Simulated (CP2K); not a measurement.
Input of a CP2K 2026.2 run:

File naf_bands.inp:

```
&GLOBAL
  PROJECT naf_bands
  RUN_TYPE ENERGY_FORCE
  PRINT_LEVEL LOW
&END GLOBAL
&FORCE_EVAL
  METHOD QS
  STRESS_TENSOR ANALYTICAL
  &DFT
    BASIS_SET_FILE_NAME BASIS_MOLOPT_UZH
    POTENTIAL_FILE_NAME GTH_POTENTIALS
    &MGRID
      CUTOFF 1350
      REL_CUTOFF 60
      NGRIDS 4
    &END MGRID
    &QS
      METHOD GPW
      EPS_DEFAULT 1.0E-9
    &END QS
    &KPOINTS
      SCHEME MONKHORST-PACK 10 10 10
      GAMMA_CENTERED T
      SYMMETRY T
      SYMMETRY_BACKEND SPGLIB
    &END KPOINTS
    &SCF
      SCF_GUESS ATOMIC
      EPS_SCF 1.0E-6
      MAX_SCF 100
      ADDED_MOS 10
      CHOLESKY OFF
      EPS_EIGVAL 1.0E-7
      &DIAGONALIZATION ON
        ALGORITHM STANDARD
      &END DIAGONALIZATION
      &MIXING ON
        METHOD BROYDEN_MIXING
        ALPHA 0.4
        BETA 1.5
        NBUFFER 8
      &END MIXING
      &SMEAR ON
        METHOD FERMI_DIRAC
        ELECTRONIC_TEMPERATURE [K] 1160.452
      &END SMEAR
    &END SCF
    &XC
      &XC_FUNCTIONAL
        &LDA_X
        &END LDA_X
        &LDA_C_PW
        &END LDA_C_PW
      &END XC_FUNCTIONAL
    &END XC
    &PRINT
      &KPOINTS ON
      &END KPOINTS
      &MULLIKEN ON
      &END MULLIKEN
      &MO ON
        ENERGIES T
        OCCUPATION_NUMBERS T
        &EACH
          QS_SCF 0
        &END EACH
        ADD_LAST NUMERIC
      &END MO
      &BAND_STRUCTURE
        FILE_NAME bands.bs
        ADDED_MOS 6
        &KPOINT_SET
          UNITS B_VECTOR
          NPOINTS 6
          SPECIAL_POINT GAMMA 0.00000000 0.00000000 0.00000000
          SPECIAL_POINT X 0.50000000 0.00000000 0.50000000
          SPECIAL_POINT W 0.50000000 0.25000000 0.75000000
          SPECIAL_POINT K 0.37500000 0.37500000 0.75000000
          SPECIAL_POINT GAMMA 0.00000000 0.00000000 0.00000000
          SPECIAL_POINT L 0.50000000 0.50000000 0.50000000
          SPECIAL_POINT U 0.62500000 0.25000000 0.62500000
          SPECIAL_POINT W 0.50000000 0.25000000 0.75000000
          SPECIAL_POINT L 0.50000000 0.50000000 0.50000000
          SPECIAL_POINT K 0.37500000 0.37500000 0.75000000
        &END KPOINT_SET
        &KPOINT_SET
          UNITS B_VECTOR
          NPOINTS 6
          SPECIAL_POINT U 0.62500000 0.25000000 0.62500000
          SPECIAL_POINT X 0.50000000 0.00000000 0.50000000
        &END KPOINT_SET
      &END BAND_STRUCTURE
    &END PRINT
  &END DFT
  &SUBSYS
    &CELL
      A 3.2809754647 0.0000000000 0.0000000000
      B 1.6404877324 2.8414081016 0.0000000000
      C 1.6404877324 0.9471360339 2.6789052490
      PERIODIC XYZ
    &END CELL
    &COORD
      SCALED
      Na  0.0000000000 0.0000000000 0.0000000000
      F   0.5000000000 0.5000000000 0.5000000000
    &END COORD
    &KIND Na
      BASIS_SET TZVP-MOLOPT-PBE-GTH-q9
      POTENTIAL GTH-PADE-q9
    &END KIND
    &KIND F
      BASIS_SET TZVP-MOLOPT-PBE-GTH-q7
      POTENTIAL GTH-PADE-q7
    &END KIND
    &PRINT
      &ATOMIC_COORDINATES ON
      &END ATOMIC_COORDINATES
      &CELL ON
      &END CELL
    &END PRINT
  &END SUBSYS
  &PRINT
    &FORCES ON
    &END FORCES
    &STRESS_TENSOR ON
    &END STRESS_TENSOR
  &END PRINT
&END FORCE_EVAL
```

Potentials or basis: GTH_POTENTIALS Na GTH-PADE-q9, F GTH-PADE-q7; TZVP-MOLOPT-PBE-GTH basis.

Command:

```console
$ OMP_NUM_THREADS=2 cp2k.psmp -i naf_bands.inp -o naf_bands.out
```

**Question.** What does it give for the band gap on the k mesh?

**Answer.** 5.94 eV, direct.

**Question.** What does it give for the Mulliken charges?

**Answer.** Na +0.81; F -0.81 e.

**Question.** Estimate the band gap along the path.

**Answer.** 5.94 eV, direct.

Levels at the corners of the path, in eV from the valence-band top:
```csv
point,band 5,band 6,band 7,band 8,band 9,band 10,band 11,band 12
Γ,-18.75,0.00,0.00,0.00,5.94,26.33,26.33,26.33
X,-18.49,-1.33,-0.42,-0.42,12.80,13.97,19.62,19.62
W,-18.14,-0.90,-0.90,-0.58,13.77,13.77,15.03,17.05
K,-18.15,-1.10,-0.86,-0.37,13.15,13.94,14.75,19.72
Γ,-18.75,0.00,0.00,0.00,5.94,26.33,26.33,26.33
L,-17.84,-1.64,-0.25,-0.25,10.41,12.32,20.66,20.67
U,-18.15,-1.10,-0.86,-0.37,13.15,13.94,14.75,19.72
W,-18.14,-0.90,-0.90,-0.58,13.77,13.77,15.03,17.05
L,-17.84,-1.64,-0.25,-0.25,10.41,12.32,20.66,20.67
K,-18.15,-1.10,-0.86,-0.37,13.15,13.94,14.75,19.72
U,-18.15,-1.10,-0.86,-0.37,13.15,13.94,14.75,19.72
X,-18.49,-1.33,-0.42,-0.42,12.80,13.97,19.62,19.62
```

Caveat: the basis of atomic orbitals isn't converged, which shifts pressures, moduli and gaps.
